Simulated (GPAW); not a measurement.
The system is CuAu.

```
Au Cu
1.0
     2.81075    0.00000    0.00000
     0.00000    2.81075    0.00000
     0.00000    0.00000    3.68500
Au Cu
1 1
Cartesian
  0.0000 0.0000 0.0000
  1.4054 1.4054 1.8425
```

Base run:

```yaml
Program: GPAW 26.7.0
Functional: LDA
Potentials_or_basis: the program's PAW data sets (release 1.2.1) made for this functional
Cutoff: 600 eV
Basis: pw
k_mesh: 9 × 9 × 7
Occupations: fermi-dirac, width 0.05 eV
Spin: no spin polarisation
```

Its results: pressure -6.8 GPa.

Problem. The run is repeated on the same cell with these changes: functional from LDA to PBEsol; potentials or basis from the program's PAW data sets (release 1.2.1) made for this functional to PAW data sets generated in the run's folder for this functional. What comes out?

Solution. Pressure -1.5 GPa.

Not every run made on this cell is shown here.
